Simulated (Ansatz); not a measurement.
This script drives Ansatz 0.2.0 through its Python package.

`run_yaml_run.py`
```python
# -*- coding: utf-8 -*-
from collections import Counter
import warnings

import ansatz as az
import numpy as np

INPUT = """
crystal:
  lattice:
    - [2.528713, 1.459953, 4.693421]
    - [-2.528713, 1.459953, 4.693421]
    - [0.0, -2.919906, 4.693421]
  atoms:
    - { symbol: Cr, position: [0.0, 0.0, 0.0], spin: 3.0 }
    - { symbol: Cr, position: [0.312513, 0.312513, 0.312513], spin: -3.0 }
    - { symbol: Cr, position: [0.5, 0.5, 0.5], spin: 3.0 }
    - { symbol: Cr, position: [0.687487, 0.687487, 0.687487], spin: -3.0 }
    - { symbol: O, position: [0.285045, 0.886329, 0.609595] }
    - { symbol: O, position: [0.390405, 0.714955, 0.113671] }
    - { symbol: O, position: [0.113671, 0.390405, 0.714955] }
    - { symbol: O, position: [0.886329, 0.609595, 0.285045] }
    - { symbol: O, position: [0.609595, 0.285045, 0.886329] }
    - { symbol: O, position: [0.714955, 0.113671, 0.390405] }
magnetization:
  spin_polarized: true
kpoints:
  mp_grid: { kspacing: 0.3 }
hamiltonian:
  xc: lda
scf:
  occupations: { method: fermi_dirac, width: 0.1 }
output:
  forces: true
  stress: true
"""

warnings.simplefilter("ignore", az.DeckWarning)

out = az.Session.from_yaml(INPUT).plan().execute()
rep = out.report

n_atoms = len(rep["lattice"]["sites"])
print("F =", round(rep["free_energy_ev"], 4), "eV for", n_atoms, "atoms")
print("E(sigma -> 0) =", round(rep["energy_sigma0_ev"], 4), "eV, TS =", round(rep["entropy_ts_ev"], 5), "eV")
print("closed by", rep["closed_by"], "after", rep["n_iterations"], "iterations")

stress = np.array(rep["stress_gpa"])
print(f"pressure {np.trace(stress) / 3:.3f} GPa")
print("stress tensor, GPa, positive in compression")
print(np.round(stress, 3) + 0.0)

print("site moments (muB):", [round(m, 2) for m in rep["site_moments_mub"]])
print("electrons up, down:", [round(n, 3) for n in rep["spin_occupation_sums"]])

told = Counter((n["data"]["severity"], n["data"]["kind"]) for n in out.notices if n["event"] == "notice")
for (severity, kind), count in sorted(told.items()):
    print(f"{severity:8s} {kind} x{count}")
```

It is started by `python run_yaml_run.py`. How long does it take on 1 thread of Arm Neoverse V2 (shared host), and how much memory does it need?

It took about 46 s, with a peak of 0.73 GiB, for 1 run of the engine.

```console
$ python run_yaml_run.py
F = -16626.8684 eV for 10 atoms
E(sigma -> 0) = -16626.8629 eV, TS = 0.01083 eV
closed by deck_thresholds after 13 iterations
pressure -15.781 GPa
stress tensor, GPa, positive in compression
[[-16.022   0.      0.   ]
 [  0.    -16.022   0.   ]
 [  0.      0.    -15.3  ]]
site moments (muB): [2.2, -2.18, 2.23, -2.18, 0.0, 0.0, 0.0, 0.0, 0.0, 0.0]
electrons up, down: [46.006, 45.994]
audit    band_cg_iterations x1
audit    preconditioner_resolved x1
```

Reading the output:
- Absolute energies stand on the zero of these potentials, so only differences at equal settings mean something. A total without «per atom» is that of the cell as typed.
- The magnetic order follows from the starting moments and needn't be the lowest.
- Without a Hubbard U or exact exchange, semilocal functionals often make such 3d compounds metallic or too weakly gapped.
- At these settings the cell as given stands under about -16 GPa, so it isn't at this functional's equilibrium volume.
- This cell is a computed structure, which may not be the phase found in nature.

(A comment or docstring line of the script was reworded after the run, the code is as it ran; lines on the test bed's own set-up are left out of the output.)
